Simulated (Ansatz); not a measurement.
# NaCl (Fm-3m) in Ansatz: notebook

One crystal, NaCl, is run at these levels: PBE, HSE06, PBE0; tasks: single point.

Everything below comes from runs of Ansatz 0.2.0. Logs are shortened: lines on timing, memory, paths and dates and some standing lists are left out, and cuts for length are marked.

## 1. Starting point

It takes space group Fm-3m (No. 225, cubic). The conventional cell has a = 5.588 Å, b = 5.588 Å, c = 5.588 Å, α = 90.00°, β = 90.00°, γ = 90.00°. Cl (site symmetry m-3m) has 6 Na at 2.79 Å as nearest neighbours. Around Na (site symmetry m-3m) lie 6 Cl at 2.79 Å.

The cell is a database's computed one.

## 2. Single point, PBE

Input file input.yaml:

```yaml
crystal:
  lattice:
    - [0.0, 2.7940632177, 2.7940632177]
    - [2.7940632177, 0.0, 2.7940632177]
    - [2.7940632177, 2.7940632177, 0.0]
  atoms:
    - { symbol: Cl, position: [0.5, 0.5, 0.5] }
    - { symbol: Na, position: [0.0, 0.0, 0.0] }
kpoints:
  mp_grid: { grid: [6, 6, 6] }
scf:
  occupations: { method: fermi_dirac, width: 0.05 }
hamiltonian:
  xc: pbe
  pseudopotentials: { kind: all_electron, datasets: crystal }
output:
  forces: true
  stress: true
  eigenvalues: true
  elf: true
  volumetric_format: npy
```

Potentials or basis: all-electron PAW datasets made for the crystal.

On the command line:

```console
$ ansatz run input.yaml --threads 1 --pin off --max-ram 3072MiB --backend cpu --events-out ev --progress --plain --runs-dir out
```

The log of the run:

```text
Warning: RAYON_NUM_THREADS=1 ignored (pool sized by the plan → 1); use --threads N
hamiltonian.pseudopotentials.datasets: crystal makes datasets for this crystal and solves the spheres of its atoms anew in each pass: cutoff 180.0 eV, the density's 720.0 eV; for an error of 0.50 meV an atom under PBE, 1.0 meV for the cell; an energy difference from a run of another recipe may be off by several times the error for the cell, under r2SCAN by more, where some 0.1 meV an atom stays at smaller errors; Na in spheres of 1.376 Å, 9 of its electrons in bands; Cl in spheres of 1.376 Å, 7 of its electrons in bands
Engine: ansatz 0.2.0, aarch64-unknown-linux-gnu
Pseudopotentials: kind: all_electron
Pseudopotential: Cl, paw, valence charge 7, recommended cutoff 180 eV (normal), crystal/all_electron/pbe/scalar/gaussian/Cl, Koelling and Harmon's equation, gaussian nucleus
Pseudopotential: Na, paw, valence charge 9, recommended cutoff 180 eV (normal), crystal/all_electron/pbe/scalar/gaussian/Na, Koelling and Harmon's equation, gaussian nucleus
Functional definition: PBE
  parameter kappa = 0.804
  parameter beta = 0.06672455060314922
  exchange = pbe_x(kappa = kappa, mu = beta*pi^2/3)
  correlation = pbe_c(beta = beta)
Crystal: 2 atoms, lattice volume = 43.625 Å³
Basis set: ecut = 180 eV, 259 PW (Γ), exchange–correlation on 36×36×36 points (8 copies of the dense FFT grid, shifted against one another)
Bands: 12, of which v1, the nominal top of the filled ones, is band 8 counted from 1 (7 counted from 0)
Symmetry: 48 space group operations
Space group: Fm-3m (ITA 225), of the structure as read, at distance tolerance 3.5e-5 Å
k-points: 16 of 216
Non-local potential: Cl, projectors of the file, l = 0: 1, l = 1: 2
Non-local potential: Na, projectors of the file, l = 0: 2, l = 1: 3
PAW form: soft (Blöchl's): semilocal exchange-correlation on the pseudo side does not see the compensation charge
PAW one-centre angular grid: Cl, 110 points (default); XC on its mesh's 1981 points in the sphere
PAW one-centre angular grid: Na, 110 points (default); XC on its mesh's 2019 points in the sphere
Initial density: superposition of atomic densities (neutral atoms: chi_scale 0, normalization atom)
Initial wavefunctions: pseudopotential atomic-orbital guess
Functional: x = pbe(κ = 0.804, μ = 0.2195149727645171), c = pbe(β = 0.06672455060314922)
iter 1 solved again at ethr=4.40e-3 eV; its pass at ethr=1.00e-1 eV (dr2=7.04e-1 eV) is discarded
SCF iter   1: F=—  HF=-16981.907706 eV  |F-HF|=—  |Δ(HF+E_count)|=         —  Δρ=2.73e-2  dr2=6.81e-1  ethr=4.40e-3  ⟨swp⟩=4.0  Hψ=1102  notcnv=0
preconditioner: auto → none  [insulator: Δε(μ)=5.606 eV  Ē_g=21.002 eV  σ=0.050 eV  W_gap=1.00  n_scr=14 (ndim 8)  ℏωp=21.0 eV  f_vac=0.000  D(μ)=0.00/eV (n_scr^D=0)  ε∞_Penn≈2.0]
iter 2 solved again at ethr=1.94e-4 eV; its pass at ethr=4.26e-3 eV (dr2=3.11e-2 eV) is discarded
SCF iter   2: F=—  HF=-16981.721603 eV  |F-HF|=—  |Δ(HF+E_count)|=   1.86e-1  Δρ=9.88e-3  dr2=3.12e-2  ethr=1.94e-4  ⟨swp⟩=2.3  Hψ=910  notcnv=0  defer=1
SCF iter   3: F=—  HF=-16981.729937 eV  |F-HF|=—  |Δ(HF+E_count)|=   8.33e-3  Δρ=4.26e-3  dr2=7.27e-3  ethr=1.94e-4  ⟨swp⟩=2.0  Hψ=384  notcnv=0
SCF iter   4: F=—  HF=-16981.735027 eV  |F-HF|=—  |Δ(HF+E_count)|=   5.09e-3  Δρ=3.08e-4  dr2=3.93e-5  ethr=4.54e-5  ⟨swp⟩=2.9  Hψ=429  notcnv=0
SCF iter   5: F=—  HF=-16981.736307 eV  |F-HF|=—  |Δ(HF+E_count)|=   1.28e-3  Δρ=1.54e-4  dr2=6.98e-6  ethr=2.46e-7  ⟨swp⟩=2.2  Hψ=865  notcnv=0
SCF iter   6: F=—  HF=-16981.736328 eV  |F-HF|=—  |Δ(HF+E_count)|=   2.12e-5  Δρ=1.82e-4  dr2=1.13e-5  ethr=4.37e-8  ⟨swp⟩=3.0  Hψ=384  notcnv=0
SCF iter   7: F=—  HF=-16981.736327 eV  |F-HF|=—  |Δ(HF+E_count)|=   1.45e-6  Δρ=6.95e-5  dr2=2.84e-6  ethr=4.37e-8  ⟨swp⟩=3.0  Hψ=424  notcnv=0
SCF iter   8: F=—  HF=-16981.736219 eV  |F-HF|=—  |Δ(HF+E_count)|=   1.08e-4  Δρ=1.84e-5  dr2=1.68e-7  ethr=1.77e-8  ⟨swp⟩=3.0  Hψ=432  notcnv=0
SCF iter   9: F=-16981.736218 eV  HF=-16981.736218 eV  |F-HF|=1.46e-11  |Δ(HF+E_count)|=   4.64e-8  Δρ=1.09e-6  dr2=5.28e-10  ethr=1.05e-9  ⟨swp⟩=3.0  Hψ=430  notcnv=0
SCF 1 converged in 9 iterations: F = -16981.736217 eV  dr2 = 5.28e-10
  Residual-converged pass: ⟨swp⟩=3.1  Hψ=401  notcnv=0  max |occ|·‖R‖ = 4.2e-6 eV (tolerance 5.3e-6 eV)  dr2=4.84e-10  dr2_onsite=1.86e-10  max |Δocc| = 0.0e0
SCF converged after 9 iterations
Free energy (F): -16981.736217 eV
Harris-Foulkes:  -16981.736217 eV  (|F-HF|=1.46e-11)
Internal energy: -16981.736217 eV  (E = F + TS)
E sigma→0 (E₀):  -16981.736217 eV
Past the cutoff: the bands carry plane waves up to 1.75 times it, of which those up to 1.5 times it add -0.000308 eV an atom, each by itself; the spheres take 0.000280 eV an atom off the energy for waves past 1.75 times it
By the cutoff:   a pressure is off by up to 0.006 GPa (1.2 times the spheres' own share and the shells' term, over an atom's volume, and 0.004 GPa: a bound that held against runs at twice the plane waves)
Past the cutoffs: a stress includes 0.0008 GPa for waves and charges beyond them, in addition to the slope of what the spheres take
In the spheres:  the bands' charges fall short by 1.9e-6 e at most (sound up to 1e-3)
Fermi energy:    4.181480 eV
--- Per-component energies (eV) ---
  E_band       = -227.948196
  E_kinetic    = 120.043104
  E_local      = -791.293877  (includes V_loc(G=0)·N_el)
  E_nonlocal   = -424.903042
  E_hartree    = 378.627953
  E_xc         = -69.748197
  E_vxc        = -90.497801  (∫ρ·V_xc dr)
  E_paw        = -17434.122040  (= ΣΔE_a)
  E_vpaw       = -1983.056369  (= ΣTr[D̂ρ^β])
  E_ewald      = -944.843794
  E_smearing   = -0.000000  (= −TS)
  E_closure    = 2184.503675  (closes the sum)
  Σ components = -16981.736217   (vs F -16981.736217, Δ=0.00e0)
  The terms above E_closure are by the made datasets' own strengths, without shells solved beside the bands.
--- Forces (eV/Å), atoms counted from 1 ---
  atom   1  Cl     0.00000000    -0.00000000    -0.00000000
  atom   2  Na    -0.00000000    -0.00000000     0.00000000
  max |Σ_I F_I| component: 8.40e-30 eV/Å
--- Stress (GPa, compression-positive) ---
        1.561582       0.000000       0.000000
        0.000000       1.561582       0.000000
        0.000000       0.000000       1.561582
  P = ⅓ Tr σ = 1.5616 GPa (15.616 kbar)
--- Band table (eV; the first three rows and the last of 16) ---
  k-point 0: bands = ["-47.3416", "-19.2540", "-19.2540", "-19.2540", "-11.2006", "1.5198", "1.5198", "1.5198", "6.7367", "12.5782"]
  k-point 1: bands = ["-47.3413", "-19.2625", "-19.2546", "-19.2546", "-11.1140", "0.8943", "1.4467", "1.4467", "7.5650", "11.8310"]
  k-point 2: bands = ["-47.3409", "-19.2791", "-19.2558", "-19.2558", "-10.9329", "-0.0750", "1.3075", "1.3075", "8.6517", "11.7139"]
  k-point 15: bands = ["-47.3404", "-19.2732", "-19.2665", "-19.2650", "-10.7744", "0.0217", "0.5681", "0.7721", "9.9815", "10.4052"]
```

It took 2.5 s on 1 thread of Arm Neoverse V1, shared host; peak memory 0.31 GiB.

Results:

- Free energy: -16981.7362 eV
- Pressure: 1.6 GPa
- Band gap on the k mesh: 5.22 eV, direct

## 3. Single point, HSE06

input.yaml, as its differences from that of step 2:

```diff
@@ -13,3 +13,3 @@
 hamiltonian:
-  xc: pbe
+  xc: hse06
   pseudopotentials: { kind: all_electron, datasets: crystal }
@@ -18,4 +18 @@
   stress: true
-  eigenvalues: true
-  elf: true
-  volumetric_format: npy
```

Potentials or basis: all-electron PAW datasets made for the crystal.

On the command line:

```console
$ ansatz run input.yaml --threads 1 --pin off --max-ram 3072MiB --backend cpu --events-out ev --progress --plain --runs-dir out
```

Wall time 51 s (1 thread of Arm Neoverse V1, shared host); peak memory 0.59 GiB.

It converged, with:

```yaml
Free_energy: -16982.6393 eV
Pressure: 0.9 GPa
Band_gap_on_the_k_mesh: 6.60 eV, direct
```

Levels at points of the mesh, in eV from the valence-band top:
| k point | band 5 | band 6 | band 7 | band 8 | band 9 |
| --- | --- | --- | --- | --- | --- |
| (0.00, 0.00, 0.00) | -13.92 | 0.00 | 0.00 | 0.00 | 6.60 |
| (0.00, 0.00, -0.50) | -13.53 | -2.13 | -0.30 | -0.30 | 8.67 |
| (0.00, -0.50, -0.50) | -13.47 | -1.86 | -0.67 | -0.67 | 9.08 |

## 4. Single point, PBE0

input.yaml, as its differences from that of step 3:

```diff
@@ -13,3 +13,3 @@
 hamiltonian:
-  xc: hse06
+  xc: pbe0
   pseudopotentials: { kind: all_electron, datasets: crystal }
```

Potentials or basis: all-electron PAW datasets made for the crystal.

On the command line:

```console
$ ansatz run input.yaml --threads 1 --pin off --max-ram 3072MiB --backend cpu --events-out ev --progress --plain --runs-dir out
```

The log of the run:

```text
Warning: RAYON_NUM_THREADS=1 ignored (pool sized by the plan → 1); use --threads N
hamiltonian.pseudopotentials.datasets: crystal makes datasets for this crystal and solves the spheres of its atoms anew in each pass: cutoff 200.0 eV, the density's 800.0 eV;, for an error of 0.50 meV an atom under PBE, 1.0 meV for the cell; an energy difference from a run of another recipe may be off by several times the error for the cell, under r2SCAN by more, where some 0.1 meV an atom stays at smaller errors; Na in spheres of 1.376 Å, 9 of its electrons in bands; Cl in spheres of 1.376 Å, 7 of its electrons in bands
[... 2 set-up lines as earlier in the session ...]
Pseudopotential: Cl, paw, valence charge 7, recommended cutoff 200 eV (normal), crystal/all_electron/pbe/scalar/gaussian/Cl, Koelling and Harmon's equation, gaussian nucleus
Pseudopotential: Na, paw, valence charge 9, recommended cutoff 200 eV (normal), crystal/all_electron/pbe/scalar/gaussian/Na, Koelling and Harmon's equation, gaussian nucleus
Functional definition: PBE0
  parameter a = 0.25
[... 2 set-up lines as earlier in the session ...]
  exchange = (1 - a)*pbe_x(kappa = kappa, mu = beta*pi^2/3) + a*exact_x
[... 1 set-up line as earlier in the session ...]
Crystal: 2 atoms, lattice volume = 43.625 Å³
Basis set: ecut = 200 eV, 283 PW (Γ), exchange–correlation on 40×40×40 points (8 copies of the dense FFT grid, shifted against one another)
Bands: 12, of which v1, the nominal top of the filled ones, is band 8 counted from 1 (7 counted from 0)
[... 2 set-up lines as earlier in the session ...]
k-points: 16 of 216
[... 4 set-up lines as earlier in the session ...]
[... 27 lines left out ...]
E sigma→0 (E₀):  -16982.996478 eV
Past the cutoff: the bands carry plane waves up to 1.75 times it, of which those up to 1.5 times it add -0.000195 eV an atom, each by itself; the spheres take 0.000288 eV an atom off the energy for waves past 1.75 times it
Past the cutoffs: a stress includes 0.0030 GPa for waves and charges beyond them, in addition to the slope of what the spheres take
In the spheres:  the bands' charges fall short by 3.0e-5 e at most (sound up to 1e-3)
Fermi energy:    3.833925 eV
--- Per-component energies (eV) ---
  E_band       = -273.154000
  E_kinetic    = 119.877504
  E_local      = -792.224281  (includes V_loc(G=0)·N_el)
  E_nonlocal   = -427.459594
  E_hartree    = 379.468788
  E_xc         = -53.897966
  E_vxc        = -69.877298  (∫ρ·V_xc dr)
  E_exx        = -65.116983  (= α·E_x^exact, valence–valence)
  E_paw        = -17366.503545  (= ΣΔE_a)
  E_vpaw       = -1899.877829  (= ΣTr[D̂ρ^β])
  E_ewald      = -944.843794
  E_smearing   = -0.000000  (= −TS)
  E_closure    = 2167.703395  (closes the sum)
  Σ components = -16982.996478   (vs F -16982.996478, Δ=0.00e0)
  The terms above E_closure are by the made datasets' own strengths, without shells solved beside the bands.
--- Forces (eV/Å), atoms counted from 1 ---
  atom   1  Cl     0.00000000    -0.00000000    -0.00000000
  atom   2  Na     0.00000000     0.00000000     0.00000000
  max |Σ_I F_I| component: 4.28e-17 eV/Å
--- Stress (GPa, compression-positive) ---
        0.875612       0.000000      -0.000000
        0.000000       0.875612       0.000000
        0.000000       0.000000       0.875612
  P = ⅓ Tr σ = 0.8756 GPa (8.756 kbar)
--- Band table (eV; the first three rows and the last of 16) ---
  k-point 0: bands = ["-52.5470", "-22.7207", "-22.7207", "-22.7207", "-13.8298", "0.1240", "0.1240", "0.1240", "7.4437"]
  k-point 1: bands = ["-52.5468", "-22.7287", "-22.7211", "-22.7211", "-13.7361", "-0.5335", "0.0435", "0.0435", "8.2970"]
  k-point 2: bands = ["-52.5463", "-22.7446", "-22.7220", "-22.7220", "-13.5398", "-1.5876", "-0.1101", "-0.1101", "9.3860"]
  k-point 15: bands = ["-52.5458", "-22.7390", "-22.7325", "-22.7309", "-13.3638", "-1.5097", "-0.9144", "-0.6845", "10.8696"]
```

It took 49 s on 1 thread of Arm Neoverse V1, shared host; peak memory 0.58 GiB.

What came out:

| Item | Value |
| --- | --- |
| Free energy | -16982.9965 eV |
| Pressure | 0.9 GPa |
| Band gap on the k mesh | 7.32 eV, direct |

Levels at points of the mesh, in eV from the valence-band top:
| k point | band 4 | band 5 | band 6 | band 7 | band 8 | band 9 |
| --- | --- | --- | --- | --- | --- | --- |
| (0.00, 0.00, 0.00) | -22.84 | -13.95 | 0.00 | 0.00 | 0.00 | 7.32 |
| (0.00, 0.00, -0.50) | -22.85 | -13.56 | -2.16 | -0.31 | -0.31 | 9.41 |
| (0.00, -0.50, -0.50) | -22.85 | -13.50 | -1.89 | -0.68 | -0.68 | 9.83 |

## 5. Summary

| level | cutoff (eV) | gap on the mesh (eV) | pressure (GPa) |
| --- | --- | --- | --- |
| PBE | 180 | 5.22 | 1.6 |
| HSE06 | 200 | 6.60 | 0.9 |
| PBE0 | 200 | 7.32 | 0.9 |

Alike in all rows: task single point; potentials or basis all-electron PAW datasets made for the crystal; no spin polarisation; cell as given; k mesh 6 × 6 × 6; smearing fermi-dirac 0.05 eV.

On the cell as given the gap runs from 5.22 eV (PBE) to 7.32 eV (PBE0). The pressure there spans 0.9 GPa (PBE0) to 1.6 GPa (PBE); a positive pressure means that this level wants a larger cell, a negative one a smaller.

Compare energies only between runs with the same functional and basis.
